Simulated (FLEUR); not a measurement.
# C (P6_3/mmc) in FLEUR: a series of runs, part 2 of 2

FLEUR MaX-R8.1 (later development tree). The steps go on from the part before.

**5. Equation of state, LDA (Moruzzi-Janak-Williams), 5.67 Å³/atom**

The COD entry that gives the cell may itself be a prediction, so a difference from it is no test against experiment.

Changes to inp.xml since step 4:

```diff
@@ -24,3 +24,3 @@
       <xi:include xmlns:xi="http://www.w3.org/2001/XInclude" href="sym.xml"> </xi:include>
-      <bulkLattice scale="0.9864848297">
+      <bulkLattice scale="1.0000000000">
          <bravaisMatrix>
```

Run with:

```
$ inpgen -f crystal.txt -profile fastHighL
$ # inp.xml edited to the form shown
$ fleur_MPI
```

Run time: 9.9 min. Hardware: 1 thread of Arm Neoverse V1, shared host; peak memory 0.15 GiB.

Results (log left out):

```yaml
Free_energy: -12350.2964 eV
Band_gap_on_the_k_mesh: 4.34 eV, indirect (least direct gap 5.25 eV)
Valence_electrons_inside_the_program's_atomic_spheres: C 1.96 (radii C 1.31 bohr)
```

Caveat: an odd mesh through Γ misses points on the zone boundary, where band edges often lie.

**6. Equation of state, LDA (Moruzzi-Janak-Williams), 5.90 Å³/atom (volume scaled by 1.04)**

Changes to inp.xml since step 5:

```diff
@@ -24,3 +24,3 @@
       <xi:include xmlns:xi="http://www.w3.org/2001/XInclude" href="sym.xml"> </xi:include>
-      <bulkLattice scale="1.0000000000">
+      <bulkLattice scale="1.0131594038">
          <bravaisMatrix>
```

Potentials or basis: all-electron, FLAPW.

Run with:

```
$ inpgen -f crystal.txt -profile fastHighL
$ # inp.xml edited to the form shown
$ fleur_MPI
```

Run time: 11 min. Hardware: 1 thread of Arm Neoverse V1, shared host; peak memory 0.16 GiB.

The run converged. Its results:

- Free energy: -12349.9700 eV
- Band gap on the k mesh: 4.23 eV, indirect (least direct gap 5.16 eV)
- Valence electrons inside the program's atomic spheres: C 1.92 (radii C 1.31 bohr)

Caveat: an odd mesh through Γ misses points on the zone boundary, where band edges often lie.

**7. Equation of state, LDA (Moruzzi-Janak-Williams), 6.01 Å³/atom (volume scaled by 1.06)**

Changes to inp.xml since step 6:

```diff
@@ -24,3 +24,3 @@
       <xi:include xmlns:xi="http://www.w3.org/2001/XInclude" href="sym.xml"> </xi:include>
-      <bulkLattice scale="1.0131594038">
+      <bulkLattice scale="1.0196128224">
          <bravaisMatrix>
```

Run with:

```
$ inpgen -f crystal.txt -profile fastHighL
$ # inp.xml edited to the form shown
$ fleur_MPI
```

Run time: 11 min. Hardware: 1 thread of Arm Neoverse V1, shared host; peak memory 0.16 GiB.

It converged, with:

```yaml
Free_energy: -12349.7143 eV
Band_gap_on_the_k_mesh: 4.18 eV, indirect (least direct gap 5.11 eV)
Valence_electrons_inside_the_program's_atomic_spheres: C 1.91 (radii C 1.31 bohr)
```

Caveat: an odd mesh through Γ misses points on the zone boundary, where band edges often lie.

**8. Equation of state, LDA (Moruzzi-Janak-Williams)**

Potentials or basis: all-electron, FLAPW.

This step only gathers the single runs of the series.

What came out:

| Quantity | Value |
| --- | --- |
| Equilibrium volume | 5.53 Å³/atom |
| Bulk modulus at fixed shape and positions | 465 GPa |
| Pressure derivative of the bulk modulus | 3.6 (rough: it moves with the points fitted) |

Energy against volume, from the lowest point:
| volume (Å³/atom) | energy (meV/atom) |
| --- | --- |
| 5.332 | 9.00 |
| 5.445 | 0.00 |
| 5.672 | 3.13 |
| 5.899 | 30.33 |
| 6.012 | 51.64 |

Caveat: the cell was scaled at fixed shape and fractional positions, which overstates the stiffness of a crystal with free parameters, most of all of layers and chains.
